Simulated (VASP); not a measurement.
# BAs (F-43m) in VASP: band structure with PBE-EpsX

Aim: the band structure of BAs with PBE-EpsX.

All numbers are computed with VASP 6.6.1; they aren't measurements. Logs are shortened: lines on timing, memory, paths and dates and some standing lists are left out, and cuts for length are marked.

### Step 1. Starting point

It takes space group F-43m (No. 216, cubic). The conventional cell has a = 4.816 Å, b = 4.816 Å, c = 4.816 Å, α = 90.00°, β = 90.00°, γ = 90.00°. B (site symmetry -43m) has 4 As at 2.09 Å as nearest neighbours. Around As (site symmetry -43m) lie 4 B at 2.09 Å.

### Step 2. Band structure, PBE-EpsX

Contents of POSCAR:

```
BAs                                     
1.0
    0.0000000000      2.4082271941      2.4082271941
    2.4082271941      0.0000000000      2.4082271941
    2.4082271941      2.4082271941      0.0000000000
  B               As            
     1     1
Direct
     0.0000000000000000    0.0000000000000000    0.0000000000000000
     0.2500000000000000    0.2500000000000000    0.2500000000000000
```

Contents of INCAR.step1:

```
ALGO = Normal ; EDIFF = 1E-8
ENCUT = 520 ; GGA = PE
ISIF = 2 ; ISMEAR = 0
KPAR = 4 ; LASPH = T
LCHARG = F ; LEPSILON = T
LREAL = F ; LWAVE = F
NELM = 60 ; PREC = Accurate
SIGMA = 0.02
```

Contents of KPOINTS.step1:

```
Automatic mesh
0
G
  12 12 12
  0 0 0
```

Contents of INCAR.step2:

```
ALGO = Normal ; EDIFF = 1E-5
ENCUT = 520 ; GGA = PE
ISIF = 2 ; ISMEAR = 0
KPAR = 4 ; LASPH = T
LCHARG = F ; LREAL = F
LWAVE = T ; NELM = 60
PREC = Accurate ; SIGMA = 0.02
```

Contents of KPOINTS.step2:

```
k-points
0
Gamma
  6 6 6
```

Contents of INCAR.step3:

```
AEXX = 0.101 ; ALGO = Normal
EDIFF = 1E-7 ; ENCUT = 520
GGA = PE ; HFRCUT = -1
ISIF = 2 ; ISMEAR = 0
ISTART = 1 ; KPAR = 4
LASPH = T ; LCHARG = F
LHFCALC = T ; LREAL = F
LWAVE = F ; NELM = 60
PREC = Accurate ; PRECFOCK = Fast
SIGMA = 0.02
```

Contents of KPOINTS.step3:

```
k-points
0
Gamma
  6 6 6
```

Contents of KPOINTS_OPT:

```
path GXWKGLUWLK,UX
10
line-mode
reciprocal
 0.0000000000  0.0000000000  0.0000000000  G
 0.5000000000  0.0000000000  0.5000000000  X

 0.5000000000  0.0000000000  0.5000000000  X
 0.5000000000  0.2500000000  0.7500000000  W

 0.5000000000  0.2500000000  0.7500000000  W
 0.3750000000  0.3750000000  0.7500000000  K

 0.3750000000  0.3750000000  0.7500000000  K
 0.0000000000  0.0000000000  0.0000000000  G

 0.0000000000  0.0000000000  0.0000000000  G
 0.5000000000  0.5000000000  0.5000000000  L

 0.5000000000  0.5000000000  0.5000000000  L
 0.6250000000  0.2500000000  0.6250000000  U

 0.6250000000  0.2500000000  0.6250000000  U
 0.5000000000  0.2500000000  0.7500000000  W

 0.5000000000  0.2500000000  0.7500000000  W
 0.5000000000  0.5000000000  0.5000000000  L

 0.5000000000  0.5000000000  0.5000000000  L
 0.3750000000  0.3750000000  0.7500000000  K

 0.6250000000  0.2500000000  0.6250000000  U
 0.5000000000  0.0000000000  0.5000000000  X
```

Potentials or basis: VASP PAW PBE potentials, release 64 (B, As).

Run with:

```
cat potpaw_PBE.64/B/POTCAR potpaw_PBE.64/As/POTCAR > POTCAR
cp INCAR.step1 INCAR
cp KPOINTS.step1 KPOINTS
mpirun -np 4 vasp_std > vasp.out
cp INCAR.step2 INCAR
cp KPOINTS.step2 KPOINTS
mpirun -np 4 vasp_std > vasp.out
cp INCAR.step3 INCAR
cp KPOINTS.step3 KPOINTS
mpirun -np 4 vasp_std > vasp.out
```

OUTCAR:

```text
AEXX = 0.101
   EDIFF = 1E-7
   ENCUT = 520
   GGA = PE
   ISIF = 2
   ISMEAR = 0
   ISTART = 1
   LASPH = T
   LHFCALC = T
   LREAL = F
   NELM = 60
   PREC = Accurate
   PRECFOCK = Fast

 ion  position               nearest neighbor table
   1  0.000  0.000  0.000-   2 2.09   2 2.09   2 2.09   2 2.09
   2  0.250  0.250  0.250-   1 2.09   1 2.09   1 2.09   1 2.09

  LATTYP: Found a face centered cubic cell.
 ALAT       =     4.8164543882

  Lattice vectors:

 A1 = (   0.0000000000,   2.4082271941,   2.4082271941)
 A2 = (   2.4082271941,   0.0000000000,   2.4082271941)
 A3 = (   2.4082271941,   2.4082271941,   0.0000000000)

Analysis of symmetry for initial positions (statically):
=====================================================================
 Subroutine PRICEL returns:
 Original cell was already a primitive cell.

 Routine SETGRP: Setting up the symmetry group for a
 face centered cubic supercell.

 Subroutine GETGRP returns: Found 24 space group operations
 (whereof 24 operations were pure point group operations)
 out of a pool of 48 trial point group operations.

The static configuration has the point symmetry T_d .

Analysis of symmetry for dynamics (positions and initial velocities):
=====================================================================
 Subroutine PRICEL returns:
 Original cell was already a primitive cell.

 Routine SETGRP: Setting up the symmetry group for a
 face centered cubic supercell.

 Subroutine GETGRP returns: Found 24 space group operations
 (whereof 24 operations were pure point group operations)
 out of a pool of 48 trial point group operations.

The dynamic configuration has the point symmetry T_d .

 Subroutine INISYM returns: Found 24 space group operations
 (whereof 24 operations are pure point group operations),
 and found     1 'primitive' translations

----------------------------------------------------------------------------------------

                                     Primitive cell

  volume of cell :      27.9333

  direct lattice vectors                    reciprocal lattice vectors
     0.000000000  2.408227194  2.408227194    -0.207621607  0.207621607  0.207621607
     2.408227194  0.000000000  2.408227194     0.207621607 -0.207621607  0.207621607
     2.408227194  2.408227194  0.000000000     0.207621607  0.207621607 -0.207621607

  length of vectors
     3.405747559  3.405747559  3.405747559     0.359611172  0.359611172  0.359611172

  position of ions in fractional coordinates (direct lattice)
     0.000000000  0.000000000  0.000000000
     0.250000000  0.250000000  0.250000000

  ion indices of the primitive-cell ions
   primitive index   ion index
                 1           1
                 2           2

----------------------------------------------------------------------------------------

 KPOINTS: k-points

Automatic generation of k-mesh.
 Grid dimensions read from file:
 generate k-points for:    6    6    6

 Generating k-lattice:

  Cartesian coordinates                     Fractional coordinates (reciprocal lattice)
    -0.034603601  0.034603601  0.034603601     0.166666667  0.000000000  0.000000000
     0.034603601 -0.034603601  0.034603601     0.000000000  0.166666667  0.000000000
     0.034603601  0.034603601 -0.034603601     0.000000000  0.000000000  0.166666667

  Length of vectors
     0.059935195  0.059935195  0.059935195

  Shift w.r.t. Gamma in fractional coordinates (k-lattice)
     0.000000000  0.000000000  0.000000000

 Subroutine IBZKPT returns following result:
 ===========================================

 Found     16 irreducible k-points:

 Following reciprocal coordinates:
            Coordinates               Weight
  0.000000  0.000000  0.000000      1.000000
  0.166667  0.000000  0.000000      8.000000
  0.333333  0.000000  0.000000      8.000000
  0.500000  0.000000  0.000000      4.000000
  0.166667  0.166667  0.000000      6.000000
  0.333333  0.166667  0.000000     24.000000
[... 8 lines left out ...]
 -0.333333  0.333333  0.166667     24.000000
 -0.333333  0.500000  0.166667     12.000000
   k-points           NKPTS =     16   k-points in BZ     NKDIM =    216   number of bands    NBANDS=      8
   number of dos      NEDOS =    301   number of ions     NIONS =      2
   total plane-waves  NPLWV =  21952
   dimension x,y,z NGX =    28 NGY =   28 NGZ =   28
   dimension x,y,z NGXF=    56 NGYF=   56 NGZF=   56
   ions per type =               1   1
   NGX,Y,Z   is equivalent  to a cutoff of  13.67, 13.67, 13.67 a.u.
   NGXF,Y,Z  is equivalent  to a cutoff of  27.34, 27.34, 27.34 a.u.
 SYSTEM =  unknown system
   PREC   = accura    normal or accurate (medium, high low for compatibility)
   ISTART =      1    job   : 0-new  1-cont  2-samecut
   ICHARG =      0    charge: 1-file 2-atom 10-const
   ISPIN  =      1    spin polarized calculation?
   LNONCOLLINEAR =      F non collinear calculations
   LSORBIT =      F    spin-orbit coupling
   LASPH  =      T    aspherical Exc in radial PAW
   ENCUT  =  520.0 eV  38.22 Ry    6.18 a.u.   6.33  6.33  6.33*2*pi/ulx,y,z
   NELM   =     60;   NELMIN=  2; NELMDL=  0     # of ELM steps
   EDIFF  = 0.1E-06   stopping-criterion for ELM
   LREAL  =      F    real-space projection
   EDIFFG = 0.1E-05   stopping-criterion for IOM
   NSW    =      0    number of steps for IOM
   IBRION =     -1    ionic relax: 0-MD 1-quasi-New 2-CG
   NFREE  =      0    steps in history (QN), initial steepest desc. (CG)
   ISIF   =      2    stress and relaxation
   ISYM   =      3    0-nonsym 1-usesym 2-fastsym
   POTIM  = 0.5000    time-step for ionic-motion
   TEBEG  =    0.0;   TEEND  =   0.0 temperature during run
   PSTRESS=    0.0 pullay stress
   NELECT =       8.0000    total number of electrons
   NUPDOWN=      -1.0000    fix difference up-down
   EMIN   =  10.00;   EMAX   =-10.00  energy-range for DOS
   EFERMI =   0.00;   METHOD = LEGACY
   ISMEAR =     0;   SIGMA  =   0.02  broadening in eV -4-tet -1-fermi 0-gaus
   EFERMI_NEDOS =   21; number of points for ismear=-14 and -15
   IALGO  =     38    algorithm
   IMIX   =      1    mixing-type and parameters
     AMIX     =   0.40;   BMIX     =  1.00
     AMIX_MAG =   1.60;   BMIX_MAG =  1.00
  volume/ion in A,a.u.               =      13.97        94.25
  Fermi-wavevector in a.u.,A,eV,Ry     =   1.079106  2.039214 15.843568  1.164469
  Thomas-Fermi vector in A             =   2.215062
   LORBIT       =      0    0 simple, 1 ext, 2 COOP (PROOUT), +10 PAW based schemes
   GGA     = PE    functional components
   LHFCALC =     T    Hartree Fock is set to
   PRECFOCK=fast      Normal, Fast or Accurate (Low or Medium for compatibility)
   ENCUT4O =  -1.0   cutoff for four orbital integrals eV
   NKREDX  =     1    reduce k-point grid by
   NKREDY  =     1    reduce k-point grid by
   NKREDZ  =     1    reduce k-point grid by
   AEXX    =    0.1010 exact exchange contribution
   HFSCREEN=    0.0000 screening length (either q_TF or 0.3 A-1)
   HFSCREENC=   0.0000 screening length for correlation (either q_TF or 0.3 A-1)
   ENCUTFOCK=  -1.0 apply spherical cutoff to Coloumb kernel
   IVDW    =     0    specifies the selected vdW correction
   LEPSILON=     F    determine dielectric tensor
   LRPA    =     F    only Hartree local field effects (RPA)
 non-spin polarized calculation
 Gauss-broadening in eV      SIGMA  =   0.02
  energy-cutoff  :      520.00
  volume of cell :       27.93
 maximum number of plane-waves:       769
 NGX is ok and might be reduce to    28
  NGX = 16; NGY = 16; NGZ = 16

 number of electron       8.0000000 magnetization

 Free energy of the ion-electron system (eV)
  ---------------------------------------------------
  ext. energy  EPLUGINS =         0.00000000
  ---------------------------------------------------
  free energy    TOTEN  =       -12.49516105 eV

  energy without entropy =      -12.49516105  energy(sigma->0) =      -12.49516105

 E-fermi :   5.7311     XC(G=0):  -9.5876

 val. band max:        5.5687621774   @ k =   0.0000   0.0000   0.0000
 cond. band min:       7.3947488092   @ k =   0.3333   0.3333   0.0000
 fundamental gap:      1.8259866318
 Fermi energy:         5.7310591549

 k-point     1 :       0.0000    0.0000    0.0000
  band No.  band energies     occupation
      1     -10.2810      2.00000
      2       5.5688      2.00000
      3       5.5688      2.00000
      4       5.5688      2.00000
      5       9.4112      0.00000
      6       9.4112      0.00000
      7       9.4112      0.00000
      8      10.6823      0.00000

 k-point     2 :       0.1667    0.0000    0.0000
  band No.  band energies     occupation
      1      -9.8190      2.00000
      2       2.5346      2.00000
      3       4.8814      2.00000
      4       4.8814      2.00000
      5       9.3808      0.00000
      6      10.3108      0.00000
      7      10.3108      0.00000
      8      12.7606      0.00000

 k-point     3 :       0.3333    0.0000    0.0000
  band No.  band energies     occupation
      1      -8.5329      2.00000
      2      -1.3647      2.00000
      3       4.0239      2.00000
      4       4.0239      2.00000
      5       8.9103      0.00000
      6      11.0060      0.00000
      7      11.0060      0.00000
      8      14.9355      0.00000

 k-point     4 :       0.5000    0.0000    0.0000
  band No.  band energies     occupation
      1      -7.3674      2.00000
      2      -3.4516      2.00000
      3       3.7056      2.00000
      4       3.7056      2.00000
      5       8.7288      0.00000
      6      10.9645      0.00000
      7      10.9645      0.00000
      8      15.1362      0.00000

 k-point     5 :       0.1667    0.1667    0.0000
  band No.  band energies     occupation
      1      -9.6631      2.00000
      2       3.1834      2.00000
      3       3.8405      2.00000
      4       3.8405      2.00000
      5       8.3742      0.00000
      6      11.7491      0.00000
      7      11.7947      0.00000
      8      11.7947      0.00000
[... 89 lines left out ...]
 k-point    14 :       0.5000    0.3333    0.1667
  band No.  band energies     occupation
      1      -7.4307      2.00000
      2      -1.4275      2.00000
      3       0.6143      2.00000
      4       2.3080      2.00000
      5       9.9409      0.00000
      6      11.3691      0.00000
      7      12.0105      0.00000
      8      15.2548      0.00000

 k-point    15 :      -0.3333    0.3333    0.1667
  band No.  band energies     occupation
      1      -6.3916      2.00000
      2      -2.7424      2.00000
      3       0.0485      2.00000
      4       1.6528      2.00000
      5      10.5128      0.00000
      6      11.3815      0.00000
      7      13.6944      0.00000
      8      15.0718      0.00000

 k-point    16 :      -0.3333    0.5000    0.1667
  band No.  band energies     occupation
      1      -5.8990      2.00000
      2      -2.9341      2.00000
      3       0.3376      2.00000
      4       0.5403      2.00000
      5       9.9367      0.00000
      6      10.1460      0.00000
      7      14.8512      0.00000
      8      15.0943      0.00000

------------------------ aborting loop because EDIFF is reached ----------------------------------------

  FORCE on cell =-STRESS in cart. coord.  units (eV):
  Direction    XX          YY          ZZ          XY          YZ          ZX
  --------------------------------------------------------------------------------------
  -------------------------------------------------------------------------------------
  Total       -0.2910749     -0.2910749     -0.2910749     -0.0000000     -0.0000000      0.0000000
  in kB      -16.6952493    -16.6952493    -16.6952493     -0.0000000     -0.0000000      0.0000000
  external PRESSURE =     -16.6952493 kB  Pullay stress =       0.0000000 kB

 VOLUME and BASIS-vectors are now :
 -----------------------------------------------------------------------------
  energy-cutoff  :      520.00
  volume of cell :       27.93
      direct lattice vectors                 reciprocal lattice vectors
     0.000000000  2.408227194  2.408227194    -0.207621607  0.207621607  0.207621607
     2.408227194  0.000000000  2.408227194     0.207621607 -0.207621607  0.207621607
     2.408227194  2.408227194  0.000000000     0.207621607  0.207621607 -0.207621607

 POSITION                                       TOTAL-FORCE (eV/Angst)
 -----------------------------------------------------------------------------------
      0.00000      0.00000      0.00000         0.000000      0.000000      0.000000
      1.20411      1.20411      1.20411        -0.000000     -0.000000     -0.000000
 -----------------------------------------------------------------------------------
    total drift:                               -0.000000     -0.000000     -0.000000

  FREE ENERGIE OF THE ION-ELECTRON SYSTEM (eV)
  ---------------------------------------------------
  free  energy   TOTEN  =       -12.4951610544 eV

  energy  without entropy=      -12.4951610544  energy(sigma->0) =      -12.49516105
```

Wall time 3.9 min (4 MPI ranks of Intel Xeon Platinum 8488C (Sapphire Rapids), shared host); peak memory 0.31 GiB.

Results:

| Property | Result |
| --- | --- |
| Free energy | -12.4952 eV |
| Pressure | -1.7 GPa |
| Band gap on the k mesh | 1.83 eV, indirect (least direct gap 3.84 eV) |
| Band gap along the path | 1.73 eV, indirect (least direct gap 3.84 eV) |

Levels at the corners of the path, in eV from the valence-band top:
```csv
point,band 1,band 2,band 3,band 4,band 5,band 6,band 7,band 8
Γ,-15.85,0.00,0.00,0.00,3.84,3.84,3.84,5.11
X,-11.58,-8.82,-4.16,-4.16,1.99,2.01,12.06,12.06
X,-11.58,-8.82,-4.16,-4.16,1.99,2.01,12.06,12.06
W,-11.42,-8.36,-5.57,-5.27,5.90,6.58,7.38,7.62
W,-11.42,-8.36,-5.57,-5.27,5.90,6.58,7.38,7.62
K,-11.63,-8.44,-6.04,-3.55,2.61,6.17,9.89,10.39
K,-11.63,-8.44,-6.04,-3.55,2.61,6.17,9.89,10.39
Γ,-15.85,0.00,0.00,0.00,3.84,3.84,3.84,5.11
Γ,-15.85,0.00,0.00,0.00,3.84,3.84,3.84,5.11
L,-12.94,-9.02,-1.86,-1.86,3.16,5.40,5.40,9.57
L,-12.94,-9.02,-1.86,-1.86,3.16,5.40,5.40,9.57
U,-11.63,-8.44,-6.04,-3.55,2.61,6.17,9.89,10.39
U,-11.63,-8.44,-6.04,-3.55,2.61,6.17,9.89,10.39
W,-11.42,-8.36,-5.57,-5.27,5.90,6.58,7.38,7.62
W,-11.42,-8.36,-5.57,-5.27,5.90,6.58,7.38,7.62
L,-12.94,-9.02,-1.86,-1.86,3.16,5.40,5.40,9.57
L,-12.94,-9.02,-1.86,-1.86,3.16,5.40,5.40,9.57
K,-11.63,-8.44,-6.04,-3.55,2.61,6.17,9.89,10.39
U,-11.63,-8.44,-6.04,-3.55,2.61,6.17,9.89,10.39
X,-11.58,-8.82,-4.16,-4.16,1.99,2.01,12.06,12.06
```

Caveat: the PAW data sets were made with another functional, which shifts forces and pressure a little; the mesh misses the band edges, which the band path finds closer together.
